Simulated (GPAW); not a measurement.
Crystal: Sm.

```
Sm
1.0
     3.64400    0.00000    0.00000
    -1.82200    3.15580    0.00000
     0.00000    0.00000    5.87600
Sm
2
Cartesian
  1.8220 1.0519 4.4070
  0.0000 2.1039 1.4690
```

This isn't the form of Sm at room conditions, which is rhombohedral.

- Program: GPAW 26.7.0
- Task: relaxation of cell and atoms
- Functional: TPSS
- Dispersion: D3(BJ)
- Potentials or basis: GPAW PAW data sets (gpaw-data 1.2.1)
- Cutoff: 800 eV
- Basis: pw
- k mesh: 5 × 5 × 3
- Occupations: fermi-dirac, width 0.05 eV
- Spin: collinear spin, ferromagnetic start
- Starting moments: [5.0, 5.0] μB

At the start: pressure -1.1 GPa; volume 33.79 Å³/atom.

**Question.** How do energy, volume and symmetry change on relaxing?

**Answer.** Over 4 steps the energy falls by 9.1 meV/atom and the volume is 31.74 Å³/atom (-6.1 %); space group P6_3/mmc (No. 194, to 0.05 Å); moment 12.75 μB per cell.

Step by step:
```csv
step,energy change (eV),largest force (eV/Å),pressure (GPa),volume (Å³)
1,0.0000,0.0000,-1.14,67.57
2,-0.0026,0.0001,-1.06,67.23
3,-0.0182,0.0001,0.14,63.04
4,-0.0182,0.0000,-0.01,63.47
```

Final structure:
```
CELL_PARAMETERS angstrom
3.56640 0.00000 0.00000
-1.78320 3.08860 0.00000
0.00000 0.00000 5.76238
ATOMIC_POSITIONS crystal
Sm 0.66667 0.33333 0.75000
Sm 0.33333 0.66667 0.25000
```

Caveat: the k mesh is coarse (spacing up to 0.40 Å⁻¹), so the values aren't converged; one-centre terms of the f shell are cut off; the magnetic or orbital state may not be the lowest; each step starts from the last one's moments, so a moment once lost doesn't come back; later steps reuse the first step's grids; the PAW data sets were made with another functional, which shifts forces and pressure a little; pairwise dispersion overbinds metals, which lowers pressure and volume.
